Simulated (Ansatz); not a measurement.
Si, space group P6_3/mmc, cell relaxations under several functionals

Program: Ansatz 0.2.0 through its Python package.

The script reads `si.cif`:
```cif
data_Si
_cell_length_a 2.444000
_cell_length_b 2.444000
_cell_length_c 4.152000
_cell_angle_alpha 90.00000
_cell_angle_beta 90.00000
_cell_angle_gamma 120.00000
_symmetry_space_group_name_H-M 'P 1'
_symmetry_Int_Tables_number 1
loop_
_symmetry_equiv_pos_as_xyz
'x, y, z'
loop_
_atom_site_label
_atom_site_type_symbol
_atom_site_fract_x
_atom_site_fract_y
_atom_site_fract_z
Si1 Si    0.333333    0.666667    0.250000
Si2 Si    0.666667    0.333333    0.750000
```

At the Python prompt:
```pycon
>>> import ansatz as az
>>> from ase.io import read
>>> import numpy as np
>>> def edges_and_angles(cell):
...     cell = np.asarray(cell)
...     a, b, c = np.linalg.norm(cell, axis=1)
...     cosines = cell[1] @ cell[2] / (b * c), cell[0] @ cell[2] / (a * c), cell[0] @ cell[1] / (a * b)
...     return (a, b, c, *np.degrees(np.arccos(cosines)))
...
>>> atoms = read('si.cif')
>>> system = az.Crystal.from_ase(atoms)
>>> system.resolved().tree()['lattice']
((2.444, 0.0, 0.0), (-1.2219999999999995, 2.116566086849168, 0.0), (0.0, 0.0, 4.152))
>>> base = (
...     system.calculation()
...     .kpoints(13, 13, 7)
...     .occupations('cold')
...     .relax(cell=True, force_tolerance=0.03)
... )
>>> levels = [('r2scan', 'd4'), ('pbe', 'd3bj'), ('r2scan', 'rvv10'), ('r2scan', 'none')]
>>> print('level            a       b       c    alpha   beta  gamma  V/atom  steps')
level            a       b       c    alpha   beta  gamma  V/atom  steps
>>> for name, dispersion in levels:
...     seen = []
...     run = base.functional(name, dispersion=dispersion).session().plan()
...     out = run.execute(on_event=lambda e: seen.append(e) if e['event'] == 'relax_step' else None)
...     cell = out.lattice.cell_ang
...     label = name if dispersion == 'none' else f'{name}+{dispersion}'
...     print('{:13s} {:7.4f} {:7.4f} {:7.4f} {:6.2f} {:6.2f} {:6.2f}'.format(label, *edges_and_angles(cell)), f'{abs(np.linalg.det(cell)) / len(out.lattice.sites):7.3f} {len(seen):5d}')
...
DeckWarning: the atoms were moved onto the symmetric positions of the space group found under crystal.symmetry.tolerance 1.0e-5 (fractional; no operation is sought that the atoms, as they stand in a round, miss by more than twice it, and no atom is moved by as much as it), and the run uses the moved positions. Before a round's move an operation carried an atom to 2.44e-6 Å from where it should [...]
DeckWarning: basis.ecutwfc = 500 eV, auto-derived from the records' recommended cutoffs: set by Si (their level for a meta-GGA)
r2scan+d4      2.6159  2.6159  4.5373  90.00  90.00 120.00  13.444     8
DeckWarning: basis.ecutwfc = 420 eV, auto-derived from the records' recommended cutoffs: set by Si (normal level)
pbe+d3bj       2.6586  2.6586  4.4302  90.00  90.00 120.00  13.559    12
r2scan+rvv10   2.6260  2.6260  4.5571  90.00  90.00 120.00  13.607     8
r2scan         2.6212  2.6212  4.6046  90.00  90.00 120.00  13.699    15
```

From smallest to largest: r2SCAN+D4 (13.44 Å³ an atom, +25.2 % against the start), PBE+D3BJ (13.56 Å³ an atom, +26.3 % against the start), r2SCAN+RVV10 (13.61 Å³ an atom, +26.7 % against the start) and r2SCAN (13.70 Å³ an atom, +27.6 % against the start). The spread is 1.9 % in volume.

Caveats:
- Forces vanish by symmetry, so the ions can't move, and the end may be a saddle.
- Dispersion corrections can be off by several per cent in the lattices of metals, and by several GPa in the pressure at a fixed cell.
- For a metal this k-point mesh is coarse: on a finer one energies can move by several to tens of meV an atom and pressures by half a GPa or more, differences at one mesh by less.
- A cell that swells this much on relaxing started as a compressed, perhaps high-pressure structure.
- This isn't the structure that Si takes at ambient conditions.
- Warnings are shown shortened and without file and line.
- Timing: 83 s on 1 thread of Arm Neoverse V1 (shared host), peak memory 0.57 GiB.
